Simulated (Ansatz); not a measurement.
**SiC: generalised stacking fault**

The calculation used DFT r2SCAN, scalar-relativistic, plane waves, PAW (Ansatz). Settings: plane waves to 500 eV, k-mesh 10×10×2 (Γ-centred), Gaussian smearing 0.05 eV. No spin polarisation. Energies are free energies at this smearing, counted from the undisturbed cell; pressure is positive in compression.

Reference structure (relaxed at this level):

```yaml
crystal:
  lattice:
    - [2.17814, -2.17814, 0.00000]
    - [2.17814, 0.00000, -2.17814]
    - [8.71258, 8.71258, 8.71258]
  atoms:
    - { symbol: Si, position: [0.00000, 0.00000, 0.39580] }
    - { symbol: Si, position: [0.33333, 0.33333, 0.22913] }
    - { symbol: Si, position: [0.66667, 0.66667, 0.56247] }
    - { symbol: Si, position: [0.00000, 0.00000, 0.89580] }
    - { symbol: Si, position: [0.33333, 0.33333, 0.72913] }
    - { symbol: Si, position: [0.66667, 0.66667, 0.06247] }
    - { symbol: C, position: [0.66667, 0.66667, 0.43747] }
    - { symbol: C, position: [0.00000, 0.00000, 0.27080] }
    - { symbol: C, position: [0.33333, 0.33333, 0.60413] }
    - { symbol: C, position: [0.66667, 0.66667, 0.93747] }
    - { symbol: C, position: [0.00000, 0.00000, 0.77080] }
    - { symbol: C, position: [0.33333, 0.33333, 0.10413] }
```

The cut lies on the cell's a–b face, a (1 -1 1) plane (indices in the standard cell, whose axes needn't be the Cartesian ones shown) of area 8.22 Å², between layers 1.89 Å apart. Vector c is tilted by f times 1·a + 1·b (length 5.335 Å) with the atoms' Cartesian places fixed: one unrelaxed fault a cell.

```
     f  γ (mJ/m²) shear traction, the slope of γ along the slip (GPa) gap on the mesh (eV)
0.0000          0                                                  0.0                  1.71
0.0833        695                                                    ?                     ?
0.1667       2724                                                 56.0                  0.98
0.2500       5239                                                 51.3                  0.50
0.3333       6600                                                  0.0                  0.22
0.4167       5515                                                    ?                     ?
0.5000       4225                                                -19.4                  1.30
0.5833       3879                                                  2.1                  1.18
0.6667          ?                                                  0.0                  1.21
0.7500       3557                                                -23.3                  1.08
0.8333       2091                                                -38.0                  0.96
0.9167        599                                                -25.6                  1.38
```

Question: Give the withheld values.

Answer: shear traction, the slope of γ along the slip (GPa) at f = 0.0833: 31.8; gap on the mesh (eV) at f = 0.0833: 1.36; shear traction, the slope of γ along the slip (GPa) at f = 0.4167: -34.7; gap on the mesh (eV) at f = 0.4167: 0.81; γ (mJ/m²) at f = 0.6667: 4037.

Cost: 12 runs of about 8.1 core-minutes in all, on Oxide Virtual Turin-like Processor (Zen 5) (shared hosts).